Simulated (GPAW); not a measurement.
The system is MgB2.

```
Mg B
1.0
     3.08500    0.00000    0.00000
    -1.54250    2.67169    0.00000
     0.00000    0.00000    3.52300
Mg B
1 2
Direct
  0.00000 0.00000 0.00000
  0.66667 0.33333 0.50000
  0.33333 0.66667 0.50000
```

| Property | Result |
| --- | --- |
| Program | GPAW 26.7.0 |
| Task | relaxation of cell and atoms |
| Functional | PBEsol |
| Dispersion | D4 |
| Potentials or basis | PAW data sets generated in the run's folder for this functional |
| Cutoff | 800 eV |
| Basis | pw |
| k mesh | 7 × 7 × 6 |
| Occupations | fermi-dirac, width 0.05 eV |
| Spin | no spin polarisation |

At the start: pressure -5.5 GPa; volume 9.68 Å³/atom.

How do energy, volume and symmetry change on relaxing?

Over 7 steps the energy falls by 5.8 meV/atom and the volume is 9.34 Å³/atom (-3.5 %); space group P6/mmm (No. 191, to 0.05 Å).

Step by step:
| step | energy change (eV) | largest force (eV/Å) | pressure (GPa) | volume (Å³) |
| --- | --- | --- | --- | --- |
| 1 | 0.0000 | 0.0000 | -5.50 | 29.04 |
| 2 | -0.0044 | 0.0000 | -4.80 | 28.90 |
| 3 | -0.0170 | 0.0000 | 0.06 | 28.01 |
| 4 | -0.0171 | 0.0000 | -0.08 | 28.03 |
| 5 | -0.0172 | 0.0000 | -0.25 | 28.05 |
| 6 | -0.0173 | 0.0000 | -0.25 | 28.04 |
| 7 | -0.0173 | 0.0000 | -0.11 | 28.01 |

Final structure:
```
CELL_PARAMETERS angstrom
3.04923 0.00000 0.00000
-1.52461 2.64071 0.00000
0.00000 0.00000 3.47819
ATOMIC_POSITIONS crystal
Mg 0.00000 0.00000 0.00000
B 0.66667 0.33333 0.50000
B 0.33333 0.66667 0.50000
```

Caveat: later steps reuse the first step's grids; pairwise dispersion overbinds metals, which lowers pressure and volume.
